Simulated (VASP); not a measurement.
**NaH in VASP 6.6.1, single-point calculation**

INCAR

```
ISIF = 2
ENCUT = 520
NBANDS = 11
IBRION = -1
GGA = PE
IVDW = 12
LASPH = .TRUE.
EDIFF = 1E-7
NELM = 91
SIGMA = 0.02
PREC = Accurate
LCHARG = .FALSE.
LREAL = .FALSE.
LWAVE = .FALSE.
ISMEAR = -1
NSW = 0
```

KPOINTS

```
KPOINTS created by Atomic Simulation Environment
0
Gamma
10 10 10
0 0 0
```

POSCAR

```
Na H
 1.0000000000000000
    -0.0136658163749999    2.3975116422250000    2.3975116422248575
     2.3975116422250000   -0.0136658163749999    2.3975116422248575
     2.3838458258999999    2.3838458258999999    0.0000000000497152
 Na  H
   1   1
Cartesian
  0.0000000000000000  0.0000000000000000  0.0000000000000000
  2.3838458258749999  2.3838458258749999  2.3975116422497149
```

The recommended PBE PAW datasets give the neutral cell 8 valence electrons.

Command

```
mpirun -np 1 vasp_std
```

How does this run end, and what does it give?

It converged. Results: gap between bands v and c on the k mesh 3.78 eV; least direct gap on the k mesh 4.66 eV; pressure -1.2 GPa. Band v is the last that the valence electrons fill when counted band by band, and c is the next.

OSZICAR

```
N       E                     dE             d eps       ncg     rms          rms(c)
DAV:   1     0.362500972670E+02    0.36250E+02   -0.46361E+03  3780   0.758E+02
DAV:   2    -0.418610799898E+01   -0.40436E+02   -0.39716E+02  3957   0.191E+02
DAV:   3    -0.550726782355E+01   -0.13212E+01   -0.13194E+01  4552   0.331E+01
DAV:   4    -0.551556399116E+01   -0.82962E-02   -0.82952E-02  4382   0.261E+00
DAV:   5    -0.551563220592E+01   -0.68215E-04   -0.68214E-04  4302   0.244E-01    0.321E+00
DAV:   6    -0.517538800080E+01    0.34024E+00   -0.32479E-01  4381   0.281E+00    0.149E+00
DAV:   7    -0.508159429523E+01    0.93794E-01   -0.32366E-01  4263   0.217E+00    0.349E-01
DAV:   8    -0.508615901489E+01   -0.45647E-02   -0.99195E-03  4065   0.969E-01    0.677E-02
DAV:   9    -0.508611197033E+01    0.47045E-04   -0.11274E-03  4521   0.360E-01    0.232E-02
DAV:  10    -0.508609790158E+01    0.14069E-04   -0.61521E-05  4215   0.497E-02    0.427E-03
DAV:  11    -0.508610118353E+01   -0.32819E-05   -0.56577E-06  4257   0.108E-02    0.307E-03
DAV:  12    -0.508610114308E+01    0.40445E-07   -0.21768E-07  4395   0.312E-03
   1 F= -.53798674E+01 E0= -.53798674E+01  d E =-.352891E-12
```

Standard output (part)

```
POSCAR found type information on POSCAR NaH
 POSCAR found :  2 types and       2 ions
 LDA part: xc-table for (Slater+PW92), standard interpolation
 POSCAR, INCAR and KPOINTS ok, starting setup
 WAVECAR not read
 entering main loop
```

For comparison, a separate PBE run of the intended cell, on usual settings and not on those above, gives a gap of 3.78 eV on its mesh and a pressure of 0.5 GPa.
